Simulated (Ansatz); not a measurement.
**TiSi2: energy and pressure over a range of volumes**

One table from this session's results is given with a row withheld; the runs are named, their logs left out.

Computed with Ansatz 0.2.0 (DFT PBE, scalar-relativistic, unless a step's input says otherwise).

**The structure to begin with**

Symmetry: Fddd, No. 70, orthorhombic system. Conventional cell: a = 4.773 Å, b = 8.236 Å, c = 8.523 Å, α = 90.00°, β = 90.00°, γ = 90.00°. Ti (site symmetry 222) has 10 Si at 2.54 to 2.75 Å as nearest neighbours. Si (site symmetry 2) is surrounded by 5 Ti at 2.54 to 2.75 Å and 5 Si at 2.54 to 2.75 Å.

Structure file:

```
CELL_PARAMETERS angstrom
0.00000 4.11800 4.26150
2.38650 0.00000 4.26150
2.38650 4.11800 0.00000
ATOMIC_POSITIONS crystal
Ti 0.75000 0.75000 0.75000
Ti 0.50000 0.50000 0.50000
Si 0.08300 0.41700 0.08300
Si 0.41700 0.08300 0.41700
Si 0.16700 0.83300 0.16700
Si 0.83300 0.16700 0.83300
```

Atoms are numbered in the order of the input: Ti1, Ti2, Si3, Si4, Si5, Si6.

Set-up of the first run:

Contents of input.yaml:

```yaml
crystal:
  lattice:
    - [0.0, 4.0339355957, 4.1745062023]
    - [2.3377822484, 0.0, 4.1745062023]
    - [2.3377822484, 4.0339355957, 0.0]
  atoms:
    - { symbol: Ti, position: [0.75, 0.75, 0.75] }
    - { symbol: Ti, position: [0.5, 0.5, 0.5] }
    - { symbol: Si, position: [0.083, 0.417, 0.083] }
    - { symbol: Si, position: [0.417, 0.083, 0.417] }
    - { symbol: Si, position: [0.167, 0.833, 0.167] }
    - { symbol: Si, position: [0.833, 0.167, 0.833] }
kpoints:
  mp_grid: { grid: [8, 8, 8] }
  band_path:
    path:
      - [0.0, 0.0, 0.0]
      - [0.5, 0.0, 0.5]
      - [1.0, 0.5, 0.5]
      - [0.5, 0.5, 0.0]
      - [0.0, 0.0, 0.0]
      - [0.0, 0.4123673781, 0.4123673781]
      - [1.0, 0.5876326219, 0.5876326219]
      - [1.0, 0.5, 0.5]
      - [0.5, 0.0, 0.5]
    npoints: 5
scf:
  occupations: { method: fermi_dirac, width: 0.08 }
hamiltonian:
  xc: pbe
  pseudopotentials: { kind: all_electron, lapw: { basis_error: 0.0005 } }
output:
  forces: true
  stress: true
  eigenvalues: true
```

On the command line:

```console
$ ansatz run input.yaml --threads 2 --pin off --max-ram 6144MiB --backend cpu --events-out ev --progress --plain --runs-dir out
```

Steps of the session up to this table: Volume × 0.94, LAPW; Volume × 0.94, PAW; Volume × 0.94, crystal datasets; Volume × 0.98, LAPW; Volume × 0.98, PAW; Volume × 0.98, crystal datasets; Volume × 1.01, LAPW; Volume × 1.01, PAW; Volume × 1.01, crystal datasets; Volume × 1.04, LAPW; Volume × 1.04, PAW; Volume × 1.04, crystal datasets.

One of the session's tables, all rows but one given; the rest of the session is left out.

| method | volume (Å³/atom) | pressure (GPa) | largest force (eV/Å) |
| --- | --- | --- | --- |
| LAPW | 13.123 | 13.10 | 0.220 |
| LAPW | 13.681 | 5.54 | 0.208 |
| LAPW | 14.100 | 0.83 | 0.199 |
| LAPW | 14.519 | -3.21 | 0.189 |
| PAW | 13.123 | ? | ? |
| PAW | 13.681 | 5.55 | 0.208 |
| PAW | 14.100 | 0.83 | 0.199 |
| PAW | 14.519 | -3.20 | 0.190 |
| crystal datasets | 13.123 | 13.10 | 0.220 |
| crystal datasets | 13.681 | 5.54 | 0.208 |
| crystal datasets | 14.100 | 0.82 | 0.199 |
| crystal datasets | 14.519 | -3.21 | 0.189 |

Q: Estimate the row for PAW, 13.123 from the others.

**Answer.** pressure (GPa): 13.11; largest force (eV/Å): 0.220. In the column «pressure (GPa)» it is the highest.

To keep in mind: Shape and positions are held, so a fully relaxed modulus can be lower. Warnings in the runs' records: crystal datasets made.
